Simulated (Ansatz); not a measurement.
An Ansatz input:

```yaml
crystal:
  lattice:
    - [4.2966332825, 0.0, 0.0]
    - [-2.1483166412, 3.7209935734, 0.0]
    - [0.0, 0.0, 5.9041060663]
  atoms:
    - { symbol: Te, position: [0.2855404168, 1.0, 0.3333333333] }
    - { symbol: Te, position: [1.0, 0.2855404168, 0.6666666667] }
    - { symbol: Te, position: [0.7144595832, 0.7144595832, 1.0] }
hamiltonian:
  xc: lda
  pseudopotentials:
    kind: paw
    azcp:
      Te: "pseudopotentials/Te.paw.azcp"
basis:
  ecutwfc: 600
  fft_grid_basis: typed
kpoints:
  mp_grid: { grid: [9, 9, 6], shift: [0, 0, 0] }
magnetization:
  spin_polarized: false
scf:
  occupations: { method: fermi_dirac, width: 0.05 }
  lower_state_search: "off"
output:
  stress: true
  write_density: true
  write_potential: true
  elf: true
  volumetric_format: npy
```

Output

```
Warning: the record states the generating functional pbe (its physics header spells it `PBE`), which answers neither for hamiltonian.xc's functional nor for the lda family's — results may be inconsistent (PPs are generated against a specific XC)
Engine: ansatz 0.2.0, x86_64-unknown-linux-gnu
Pseudopotentials: kind: paw
Pseudopotential: Te, paw, valence charge 16, recommended cutoff 420 eV (normal) 
Functional definition: SPW92
  exchange = slater_x
  correlation = pw_c
Crystal: 3 atoms, lattice volume = 94.393 Å³
Basis set: ecut = 600 eV, 3137 PW (Γ)
Bands: 29, of which v1, the nominal top of the filled ones, is band 24 counted from 1 (23 counted from 0)
Symmetry: 6 space group operations
Space group: P3121 (ITA 152), of the structure as read, at distance tolerance 4.6e-5 Å
k-points: 62 of 486 (time reversal used)
Non-local potential: Te, projectors of the file, l = 0: 2, l = 1: 2, l = 2: 2, l = 3: 2
PAW form: soft (Blöchl's): semilocal exchange-correlation on the pseudo side does not see the compensation charge
PAW frozen core: Te, regenerated for the run's functional, and the local potential with it (the file was generated under x = pbe(κ = 0.804, μ = 0.2195149727645171), c = pbe(β = 0.06672455060314922))
PAW one-centre angular grid: Te, 590 points (default); XC on 64 Gauss nodes
Initial density: superposition of atomic densities (neutral atoms: chi_scale 0, normalization atom), corrected by the library's trained network
Initial wavefunctions: pseudopotential atomic-orbital guess
Functional: x = slater, c = lda
SCF iter   1: F=—  HF=-20481.605123 eV  |F-HF|=—  |Δ(HF+E_count)|=         —  Δρ=4.72e-3  dr2=8.43e-3  ethr=1.77e-3  ⟨swp⟩=7.5  Hψ=8366  notcnv=0
SCF iter   2: F=—  HF=-20481.599195 eV  |F-HF|=—  |Δ(HF+E_count)|=   5.93e-3  Δρ=2.52e-3  dr2=2.66e-3  ethr=1.76e-5  ⟨swp⟩=2.0  Hψ=2786  notcnv=0  defer=1
SCF iter   3: F=—  HF=-20481.598109 eV  |F-HF|=—  |Δ(HF+E_count)|=   1.09e-3  Δρ=3.02e-4  dr2=1.04e-4  ethr=5.54e-6  ⟨swp⟩=2.1  Hψ=3158  notcnv=0  defer=1
SCF iter   4: F=—  HF=-20481.598055 eV  |F-HF|=—  |Δ(HF+E_count)|=   5.40e-5  Δρ=8.53e-5  dr2=4.34e-6  ethr=2.17e-7  ⟨swp⟩=2.0  Hψ=3277  notcnv=0  defer=1
SCF iter   5: F=—  HF=-20481.598048 eV  |F-HF|=—  |Δ(HF+E_count)|=   7.28e-6  Δρ=2.75e-5  dr2=4.83e-7  ethr=9.03e-9  ⟨swp⟩=2.0  Hψ=3279  notcnv=0  defer=1
SCF iter   6: F=-20481.598047 eV  HF=-20481.598047 eV  |F-HF|=1.74e-8  |Δ(HF+E_count)|=   2.90e-7  Δρ=6.19e-6  dr2=3.00e-8  ethr=2.08e-10  ⟨swp⟩=11.5  Hψ=13603  notcnv=0
SCF 1 converged in 6 iterations: F = -20481.598047 eV  dr2 = 3.00e-8
SCF converged after 6 iterations
Free energy (F): -20481.598047 eV
Harris-Foulkes:  -20481.598047 eV  (|F-HF|=1.74e-8)
Internal energy: -20481.596798 eV  (E = F + TS)
E sigma→0 (E₀):  -20481.597423 eV
Entropy (-TS):   -0.001250 eV (-0.417 meV/atom)
Fermi energy:    9.723848 eV
--- Per-component energies (eV) ---
  E_band       = -760.312792
  E_kinetic    = 545.737028
  E_local      = -3595.963748  (includes V_loc(G=0)·N_el)
  E_nonlocal   = -914.878217
  E_hartree    = 2332.929985
  E_xc         = -372.235834
  E_vxc        = -315.317876  (∫ρ·V_xc dr)
  E_paw        = -13528.858795  (= ΣΔE_a)
  E_vpaw       = -1145.744709  (= ΣTr[D̂ρ^β])
  E_aug_tail   = 0.000178  (compensation charges beyond the density's cutoff)
  E_ewald      = -4950.363378
  E_core_change = 2.035984  (= ΣΔE_core)
  E_smearing   = -0.001250  (= −TS)
  E_closure    = 0.000000  (closes the sum)
  Σ components = -20481.598047   (vs F -20481.598047, Δ=0.00e0)
--- Stress (GPa, compression-positive) ---
       -0.175310       0.000000       0.000000
        0.000000      -0.175310      -0.000000
        0.000000      -0.000000       0.041003
  P = ⅓ Tr σ = -0.1032 GPa (-1.032 kbar)
--- Band table (eV; the first three rows and the last of 62) ---
  k-point 0: bands = ["-27.7372", "-27.7372", "-27.6907", "-27.6907", "-27.6896", "-27.6251", "-27.5787", "-27.5787", "-27.5770", "-27.5530", "-27.5453", "-27.5453", "-27.5250", "-27.5131", "-27.5131", "-4.4206", "-0.9668", "-0.9668", "6.6672", "7.0318", "7.0318", "7.8397", "7.8397", "8.4712", "10.6735", "10.6735", "11.3237", "14.5353", "14.5353"]
  k-point 1: bands = ["-27.7470", "-27.7243", "-27.6952", "-27.6904", "-27.6847", "-27.6312", "-27.5802", "-27.5774", "-27.5763", "-27.5525", "-27.5458", "-27.5457", "-27.5219", "-27.5177", "-27.5093", "-4.3171", "-1.9489", "0.0607", "6.5035", "6.7093", "7.1499", "7.9574", "8.1165", "8.5220", "10.4306", "10.4753", "11.0265", "13.9412", "15.3397"]
  k-point 2: bands = ["-27.7529", "-27.7104", "-27.6981", "-27.6934", "-27.6762", "-27.6461", "-27.5805", "-27.5784", "-27.5741", "-27.5510", "-27.5471", "-27.5468", "-27.5213", "-27.5155", "-27.5080", "-4.0084", "-2.8069", "0.9598", "5.8586", "6.8168", "7.0658", "8.2237", "8.5624", "8.6655", "10.0055", "10.0836", "10.4142", "13.5035", "14.8471"]
  k-point 61: bands = ["-27.7530", "-27.6967", "-27.6967", "-27.6931", "-27.6591", "-27.6591", "-27.5821", "-27.5821", "-27.5688", "-27.5551", "-27.5454", "-27.5454", "-27.5316", "-27.5316", "-27.4950", "-2.2304", "-2.2304", "-1.0063", "4.1138", "4.1392", "4.1392", "8.8163", "9.6941", "9.6941", "9.7070", "10.5846", "10.5846", "15.7032", "16.0021"]
```

Command:

```sh
ansatz run input.yaml --threads 2 --pin off --max-ram 5120MiB --backend cpu --events-out ev --progress --plain --runs-dir out
```

On 2 threads of Intel(R) Xeon(R) 6975P-C (Granite Rapids) (shared host) this took about 8.8 s of wall time and 17 s of CPU time, with 0.53 GiB at the peak.
